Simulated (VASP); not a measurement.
# MgSe (Fm-3m) in VASP: further runs

Runs on MgSe. Level: PBE+D3(BJ). Tasks: relaxation of cell and atoms, electrostatic potential.

Everything below comes from runs of VASP 6.6.1. Logs are shortened: lines on timing, memory, paths and dates and some standing lists are left out, and cuts for length are marked.

## 1. The crystal as given

It takes space group Fm-3m (No. 225, cubic). The conventional cell has a = 5.450 Å, b = 5.450 Å, c = 5.450 Å, α = 90.00°, β = 90.00°, γ = 90.00°. Mg (site symmetry m-3m) is surrounded by 6 Se at 2.73 Å. Se (site symmetry m-3m) is surrounded by 6 Mg at 2.73 Å.

The cell was built by a generator and needn't be a form met in nature.

## 2. Relaxation of cell and atoms, PBE+D3(BJ)

The input, INCAR:

```
SYSTEM = MgSe
ALGO = Normal
EDIFF = 1E-6
EDIFFG = -0.005
ENCUT = 600
GGA = PE
IBRION = 2
ISIF = 3
ISMEAR = 0
IVDW = 12
LASPH = .True.
LCHARG = .False.
LREAL = .False.
LWAVE = .False.
NELM = 120
NSW = 40
PREC = Accurate
SIGMA = 0.02
```

The input, KPOINTS:

```
k-points
0
Gamma
  8 8 8
  0 0 0
```

The input, POSCAR:

```
MgSe
1.0
    0.0000000000      2.7250000000      2.7250000000
    2.7250000000      0.0000000000      2.7250000000
    2.7250000000      2.7250000000      0.0000000000
Mg Se
1 1
Direct
    0.0000000000      0.0000000000      0.0000000000
    0.5000000000      0.5000000000      0.5000000000
```

Potentials or basis: VASP PAW PBE potentials, release 64 (Mg, Se).

Run with:

```sh
$ cat potpaw_PBE.64/Mg/POTCAR potpaw_PBE.64/Se/POTCAR > POTCAR
$ mpirun -np 1 vasp_std > vasp.out
```

OUTCAR:

```text
SYSTEM = MgSe
   EDIFF = 1E-6
   EDIFFG = -0.005
   ENCUT = 600
   GGA = PE
   IBRION = 2
   ISIF = 3
   ISMEAR = 0
   IVDW = 12
   LASPH = .True.
   LREAL = .False.
   NELM = 120
   NSW = 40
   PREC = Accurate
 IVDW          = 12

 ion  position               nearest neighbor table
   1  0.000  0.000  0.000-   2 2.73   2 2.73   2 2.73   2 2.73   2 2.73   2 2.73
   2  0.500  0.500  0.500-   1 2.73   1 2.73   1 2.73   1 2.73   1 2.73   1 2.73

  LATTYP: Found a face centered cubic cell.
 ALAT       =     5.4500000000

  Lattice vectors:

 A1 = (   0.0000000000,   2.7250000000,   2.7250000000)
 A2 = (   2.7250000000,   0.0000000000,   2.7250000000)
 A3 = (   2.7250000000,   2.7250000000,   0.0000000000)

Analysis of symmetry for initial positions (statically):
=====================================================================
 Subroutine PRICEL returns:
 Original cell was already a primitive cell.

 Routine SETGRP: Setting up the symmetry group for a
 face centered cubic supercell.

 Subroutine GETGRP returns: Found 48 space group operations
 (whereof 48 operations were pure point group operations)
 out of a pool of 48 trial point group operations.

The static configuration has the point symmetry O_h .

Analysis of symmetry for dynamics (positions and initial velocities):
=====================================================================
 Subroutine PRICEL returns:
 Original cell was already a primitive cell.

 Routine SETGRP: Setting up the symmetry group for a
 face centered cubic supercell.

 Subroutine GETGRP returns: Found 48 space group operations
 (whereof 48 operations were pure point group operations)
 out of a pool of 48 trial point group operations.

The dynamic configuration has the point symmetry O_h .

 Subroutine INISYM returns: Found 48 space group operations
 (whereof 48 operations are pure point group operations),
 and found     1 'primitive' translations

----------------------------------------------------------------------------------------

                                     Primitive cell

  volume of cell :      40.4697

  direct lattice vectors                    reciprocal lattice vectors
     0.000000000  2.725000000  2.725000000    -0.183486239  0.183486239  0.183486239
     2.725000000  0.000000000  2.725000000     0.183486239 -0.183486239  0.183486239
     2.725000000  2.725000000  0.000000000     0.183486239  0.183486239 -0.183486239

  length of vectors
     3.853731957  3.853731957  3.853731957     0.317807488  0.317807488  0.317807488

  position of ions in fractional coordinates (direct lattice)
     0.000000000  0.000000000  0.000000000
     0.500000000  0.500000000  0.500000000
[... 70 lines left out ...]
   ICHARG =      2    charge: 1-file 2-atom 10-const
   ISPIN  =      1    spin polarized calculation?
   LNONCOLLINEAR =      F non collinear calculations
   LSORBIT =      F    spin-orbit coupling
   LASPH  =      T    aspherical Exc in radial PAW
   ENCUT  =  600.0 eV  44.10 Ry    6.64 a.u.   7.70  7.70  7.70*2*pi/ulx,y,z
   NELM   =    120;   NELMIN=  2; NELMDL= -5     # of ELM steps
   EDIFF  = 0.1E-05   stopping-criterion for ELM
   LREAL  =      F    real-space projection
   EDIFFG = -.5E-02   stopping-criterion for IOM
   NSW    =     40    number of steps for IOM
   IBRION =      2    ionic relax: 0-MD 1-quasi-New 2-CG
   NFREE  =      1    steps in history (QN), initial steepest desc. (CG)
   ISIF   =      3    stress and relaxation
   ISYM   =      2    0-nonsym 1-usesym 2-fastsym
   POTIM  = 0.5000    time-step for ionic-motion
   TEBEG  =    0.0;   TEEND  =   0.0 temperature during run
   PSTRESS=    0.0 pullay stress
   NELECT =       8.0000    total number of electrons
   NUPDOWN=      -1.0000    fix difference up-down
   EMIN   =  10.00;   EMAX   =-10.00  energy-range for DOS
   EFERMI =   0.00;   METHOD = LEGACY
   ISMEAR =     0;   SIGMA  =   0.02  broadening in eV -4-tet -1-fermi 0-gaus
   EFERMI_NEDOS =   21; number of points for ismear=-14 and -15
   IALGO  =     38    algorithm
   IMIX   =      4    mixing-type and parameters
     AMIX     =   0.40;   BMIX     =  1.00
     AMIX_MAG =   1.60;   BMIX_MAG =  1.00
  volume/ion in A,a.u.               =      20.23       136.55
  Fermi-wavevector in a.u.,A,eV,Ry     =   0.953663  1.802162 12.374136  0.909473
  Thomas-Fermi vector in A             =   2.082339
   LORBIT       =      0    0 simple, 1 ext, 2 COOP (PROOUT), +10 PAW based schemes
   GGA     = PE    functional components
   LHFCALC =     F    Hartree Fock is set to
   AEXX    =    0.0000 exact exchange contribution
   IVDW    =    12    specifies the selected vdW correction
   LEPSILON=     F    determine dielectric tensor
   LRPA    =     F    only Hartree local field effects (RPA)
 conjugate gradient relaxation of ions
 non-spin polarized calculation
 Gauss-broadening in eV      SIGMA  =   0.02
  energy-cutoff  :      600.00
  volume of cell :       40.47
 maximum number of plane-waves:      1365
   NGX = 15   NGY = 15   NGZ = 15

--------------------------------------- Ionic step        1  -------------------------------------------

 number of electron       8.0000000 magnetization

 Free energy of the ion-electron system (eV)
  ---------------------------------------------------
  ext. energy  EPLUGINS =         0.00000000
  ---------------------------------------------------
  free energy    TOTEN  =        -7.48325267 eV

  energy without entropy =       -7.48325267  energy(sigma->0) =       -7.48325267

------------------------ aborting loop because EDIFF is reached ----------------------------------------

 Edisp (eV)   -0.74686

 E8    (eV) :    -0.3187
[... 71 lines left out ...]
--------------------------------------- Ionic step        3  -------------------------------------------

 number of electron       7.9999999 magnetization

 Free energy of the ion-electron system (eV)
  ---------------------------------------------------
  ext. energy  EPLUGINS =         0.00000000
  ---------------------------------------------------
  free energy    TOTEN  =        -7.47305744 eV

  energy without entropy =       -7.47305744  energy(sigma->0) =       -7.47305744

 E-fermi :   3.5007     XC(G=0):  -9.5577

 val. band max:        3.3718155683   @ k =   0.0000   0.0000   0.0000
 cond. band min:       5.2018723658   @ k =   0.5000   0.5000   0.0000
 fundamental gap:      1.8300567976
 Fermi energy:         3.5006733628

 k-point     1 :       0.0000    0.0000    0.0000
  band No.  band energies     occupation
      1      -9.6674      2.00000
      2       3.3718      2.00000
      3       3.3718      2.00000
      4       3.3718      2.00000
      5       6.0834      0.00000
      6      10.7765      0.00000
      7      10.7765      0.00000
      8      10.7765      0.00000
[... 243 lines left out ...]
 k-point    24 :      -0.3750    0.2500    0.1250
  band No.  band energies     occupation
      1      -8.3289      2.00000
      2      -1.1475      2.00000
      3       1.0892      2.00000
      4       2.1227      2.00000
      5       8.1534      0.00000
      6       8.8280      0.00000
      7      11.1912      0.00000
      8      12.5298      0.00000

 [... further k-points ...]

------------------------ aborting loop because EDIFF is reached ----------------------------------------

 Edisp (eV)   -0.75925

 E8    (eV) :    -0.3239
[... 25 lines left out ...]
  FREE ENERGIE OF THE ION-ELECTRON SYSTEM (eV)
  ---------------------------------------------------
  free  energy   TOTEN  =        -8.2323079818 eV

  energy  without entropy=       -8.2323079818  energy(sigma->0) =       -8.23230798

 reached required accuracy - stopping structural energy minimisation
```

OSZICAR:

```text
N       E                     dE             d eps       ncg     rms          rms(c)
DAV:   1     0.254214299887E+02    0.25421E+02   -0.38311E+03   464   0.892E+02
DAV:   2    -0.663560462885E+01   -0.32057E+02   -0.30866E+02   592   0.998E+01
DAV:   3    -0.777903485707E+01   -0.11434E+01   -0.11434E+01   584   0.261E+01
DAV:   4    -0.778264172146E+01   -0.36069E-02   -0.36069E-02   696   0.175E+00
[... 17 lines left out ...]
       N       E                     dE             d eps       ncg     rms          rms(c)
DAV:   1    -0.747330224434E+01   -0.27353E-02   -0.50989E-03   536   0.433E-01    0.851E-02
DAV:   2    -0.747309244759E+01    0.20980E-03   -0.48359E-04   480   0.119E-01    0.291E-02
DAV:   3    -0.747305831931E+01    0.34128E-04   -0.17284E-04   512   0.682E-02    0.169E-02
DAV:   4    -0.747305744337E+01    0.87594E-06   -0.16058E-06   480   0.103E-02
   3 F= -.82323080E+01 E0= -.82323080E+01  d E =-.219737E-02
```

CONTCAR:

```text
MgSe
   1.00000000000000
     0.0000000000000000    2.7103117262107168    2.7103117262107168
     2.7103117262107168    0.0000000000000000    2.7103117262107168
     2.7103117262107168    2.7103117262107168    0.0000000000000000
  Mg              Se
     1     1
Direct
     0.0000000000000000    0.0000000000000000    0.0000000000000000
     0.5000000000000000    0.5000000000000000    0.5000000000000000

  0.00000000E+00  0.00000000E+00  0.00000000E+00
  0.00000000E+00  0.00000000E+00  0.00000000E+00
```

Wall time 19 s (1 thread of Intel Xeon Platinum 8488C (Sapphire Rapids), shared host); peak memory 0.19 GiB.

Results:

* Free energy: -8.2323 eV
* Relaxed volume: 19.91 Å³/atom
* Relaxed cell: a = 3.833 Å, b = 3.833 Å, c = 3.833 Å, α = 60.00°, β = 60.00°, γ = 60.00°
* Space group after relaxing (to 0.05 Å): Fm-3m (No. 225)
* Energy gained by relaxing: 1.1 meV/atom
* Ionic steps: 3
* Pressure after relaxing: 0.0 GPa
* Band gap on the k mesh: 1.83 eV, indirect (least direct gap 2.71 eV)
* Dispersion energy per atom: -0.380 eV

The path:
| step | energy change (eV) | largest force (eV/Å) | pressure (GPa) | volume (Å³) |
| --- | --- | --- | --- | --- |
| 1 | 0.0000 | 0.0000 | -1.05 | 40.47 |
| 2 | -0.0021 | 0.0000 | 0.22 | 39.69 |
| 3 | -0.0022 | 0.0000 | 0.01 | 39.82 |

Final structure:
```yaml
crystal:
  lattice:
    - [0.00000, 2.71031, 2.71031]
    - [2.71031, 0.00000, 2.71031]
    - [2.71031, 2.71031, 0.00000]
  atoms:
    - { symbol: Mg, position: [0.00000, 0.00000, 0.00000] }
    - { symbol: Se, position: [0.50000, 0.50000, 0.50000] }
```

Levels at points of the mesh, in eV from the valence-band top:
| k point | band 2 | band 3 | band 4 | band 5 | band 6 | band 7 |
| --- | --- | --- | --- | --- | --- | --- |
| (0.00, 0.00, 0.00) | 0.00 | 0.00 | 0.00 | 2.71 | 7.40 | 7.40 |
| (0.50, 0.00, 0.00) | -5.04 | -0.60 | -0.60 | 3.85 | 6.12 | 6.12 |
| (0.50, 0.50, 0.00) | -4.36 | -1.83 | -1.83 | 1.83 | 3.91 | 11.92 |

## 3. Electrostatic potential, PBE+D3(BJ)

This run uses another cell than the first one, of 19.91 Å³/atom, 0.984 times its volume.

The input, INCAR:

```
  ALGO = Normal
  EDIFF = 1E-6
  ENCUT = 520
  GGA = PE
  ISIF = 2
  ISMEAR = 0
  IVDW = 12
  LASPH = True
  LCHARG = True
  LREAL = False
  LVHAR = True
  LWAVE = False
  NELM = 80
  PREC = Accurate
  SIGMA = 0.02
```

The input, KPOINTS:

```
k-points
0
Gamma
  8 8 8
```

The input, POSCAR:

```
MgSe                                    
1.0
    0.0000000000      2.7103117262      2.7103117262
    2.7103117262      0.0000000000      2.7103117262
    2.7103117262      2.7103117262      0.0000000000
  Mg              Se            
     1     1
Direct
     0.0000000000000000    0.0000000000000000    0.0000000000000000
     0.5000000000000000    0.5000000000000000    0.5000000000000000
```

Potentials or basis: VASP PAW PBE potentials, release 64 (Mg, Se).

Run with:

```sh
$ cat potpaw_PBE.64/Mg/POTCAR potpaw_PBE.64/Se/POTCAR > POTCAR
$ mpirun -np 1 vasp_std > vasp.out
```

OUTCAR:

```text
EDIFF = 1E-6
   ENCUT = 520
   GGA = PE
   ISIF = 2
   ISMEAR = 0
   IVDW = 12
   LASPH = True
   LREAL = False
   NELM = 80
   PREC = Accurate
 IVDW          = 12

 ion  position               nearest neighbor table
   1  0.000  0.000  0.000-   2 2.71   2 2.71   2 2.71   2 2.71   2 2.71   2 2.71
   2  0.500  0.500  0.500-   1 2.71   1 2.71   1 2.71   1 2.71   1 2.71   1 2.71

  LATTYP: Found a face centered cubic cell.
 ALAT       =     5.4206234524

  Lattice vectors:

 A1 = (   0.0000000000,   2.7103117262,   2.7103117262)
 A2 = (   2.7103117262,   0.0000000000,   2.7103117262)
 A3 = (   2.7103117262,   2.7103117262,   0.0000000000)

Analysis of symmetry for initial positions (statically):
=====================================================================
 Subroutine PRICEL returns:
 Original cell was already a primitive cell.

 Routine SETGRP: Setting up the symmetry group for a
 face centered cubic supercell.

 Subroutine GETGRP returns: Found 48 space group operations
 (whereof 48 operations were pure point group operations)
 out of a pool of 48 trial point group operations.

The static configuration has the point symmetry O_h .

Analysis of symmetry for dynamics (positions and initial velocities):
=====================================================================
 Subroutine PRICEL returns:
 Original cell was already a primitive cell.

 Routine SETGRP: Setting up the symmetry group for a
 face centered cubic supercell.

 Subroutine GETGRP returns: Found 48 space group operations
 (whereof 48 operations were pure point group operations)
 out of a pool of 48 trial point group operations.

The dynamic configuration has the point symmetry O_h .

 Subroutine INISYM returns: Found 48 space group operations
 (whereof 48 operations are pure point group operations),
 and found     1 'primitive' translations

----------------------------------------------------------------------------------------
[... 117 lines left out ...]
   LORBIT       =      0    0 simple, 1 ext, 2 COOP (PROOUT), +10 PAW based schemes
   GGA     = PE    functional components
   LHFCALC =     F    Hartree Fock is set to
   AEXX    =    0.0000 exact exchange contribution
   IVDW    =    12    specifies the selected vdW correction
   LEPSILON=     F    determine dielectric tensor
   LRPA    =     F    only Hartree local field effects (RPA)
 non-spin polarized calculation
 Gauss-broadening in eV      SIGMA  =   0.02
  energy-cutoff  :      520.00
  volume of cell :       39.82
 maximum number of plane-waves:      1090
 NGX is ok and might be reduce to    30
   NGX = 15   NGY = 15   NGZ = 15

 number of electron       8.0000001 magnetization

 Free energy of the ion-electron system (eV)
  ---------------------------------------------------
  ext. energy  EPLUGINS =         0.00000000
  ---------------------------------------------------
  free energy    TOTEN  =        -7.47294296 eV

  energy without entropy =       -7.47294296  energy(sigma->0) =       -7.47294296

 E-fermi :   3.5008     XC(G=0):  -9.5577

 val. band max:        3.3717414295   @ k =   0.0000   0.0000   0.0000
 cond. band min:       5.2020454861   @ k =   0.5000   0.5000   0.0000
 fundamental gap:      1.8303040566
 Fermi energy:         3.5008345016

 k-point     1 :       0.0000    0.0000    0.0000
  band No.  band energies     occupation
      1      -9.6672      2.00000
      2       3.3717      2.00000
      3       3.3717      2.00000
      4       3.3717      2.00000
      5       6.0836      0.00000
      6      10.7765      0.00000
      7      10.7765      0.00000
      8      10.7765      0.00000
[... 243 lines left out ...]
 k-point    24 :      -0.3750    0.2500    0.1250
  band No.  band energies     occupation
      1      -8.3287      2.00000
      2      -1.1475      2.00000
      3       1.0891      2.00000
      4       2.1226      2.00000
      5       8.1535      0.00000
      6       8.8281      0.00000
      7      11.1913      0.00000
      8      12.5298      0.00000

 [... further k-points ...]

------------------------ aborting loop because EDIFF is reached ----------------------------------------

 Edisp (eV)   -0.75925

 E8    (eV) :    -0.3239

  FORCE on cell =-STRESS in cart. coord.  units (eV):
  Direction    XX          YY          ZZ          XY          YZ          ZX
  --------------------------------------------------------------------------------------
  -------------------------------------------------------------------------------------
  Total       0.00241     0.00241     0.00241     0.00000    -0.00000    -0.00000
  in kB       0.09705     0.09705     0.09705     0.00000    -0.00000    -0.00000
  external pressure =        0.10 kB  Pullay stress =        0.00 kB

 VOLUME and BASIS-vectors are now :
 -----------------------------------------------------------------------------
  energy-cutoff  :      520.00
  volume of cell :       39.82
      direct lattice vectors                 reciprocal lattice vectors
     0.000000000  2.710311726  2.710311726    -0.184480625  0.184480625  0.184480625
     2.710311726  0.000000000  2.710311726     0.184480625 -0.184480625  0.184480625
     2.710311726  2.710311726  0.000000000     0.184480625  0.184480625 -0.184480625

 POSITION                                       TOTAL-FORCE (eV/Angst)
 -----------------------------------------------------------------------------------
      0.00000      0.00000      0.00000        -0.000000      0.000000      0.000000
      2.71031      2.71031      2.71031         0.000000     -0.000000     -0.000000
 -----------------------------------------------------------------------------------
    total drift:                               -0.000000     -0.000000      0.000000

  FREE ENERGIE OF THE ION-ELECTRON SYSTEM (eV)
  ---------------------------------------------------
  free  energy   TOTEN  =        -8.2321934965 eV

  energy  without entropy=       -8.2321934965  energy(sigma->0) =       -8.23219350
```

Wall time 12 s (1 thread of Intel Xeon Platinum 8488C (Sapphire Rapids), shared host); peak memory 0.17 GiB.

Results:

| Quantity | Value |
| --- | --- |
| Free energy | -8.2322 eV |
| Pressure | 0.0 GPa |
| Band gap on the k mesh | 1.83 eV, indirect (least direct gap 2.71 eV) |
| Dispersion energy per atom | -0.380 eV |

A k mesh can miss the band edges.
